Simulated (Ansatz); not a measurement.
# Al (Im-3m)

Level of theory: DFT PBE, scalar-relativistic, plane waves, PAW (Ansatz).

Settings: cutoff 420 eV, Γ-centred mesh 18×18×18 on the computed 1-atom cell, Gaussian smearing of 0.10 eV; no spin polarisation.

The structure is relaxed at this level of theory with its symmetry kept. This bcc form isn't the element's structure at ambient conditions.

Space group Im-3m (No. 229). a = 3.235 Å, b = 3.235 Å, c = 3.235 Å, α = 90.00°, β = 90.00°, γ = 90.00°
```
atom site symmetry x y z
  Al    2a m-3m  0.0000  0.0000  0.0000
```

```json
{"Space group": "Im-3m (No. 229)", "Volume per atom": "16.93 Å³", "Formation energy from the elements' standard states (uncorrected)": "+0.095 eV/atom", "Kohn–Sham band gap": "none (metal)", "Density of states at the Fermi level": "0.42 states/eV per cell", "Löwdin character within 0.5 eV of the Fermi level": "Al 3p 64 %, Al 3s 31 %, unprojected 5 %", "Bulk modulus": "70 GPa", "Its pressure derivative": "4.0", "Bader charges (e)": "Al (1 in the cell) 0.00"}
```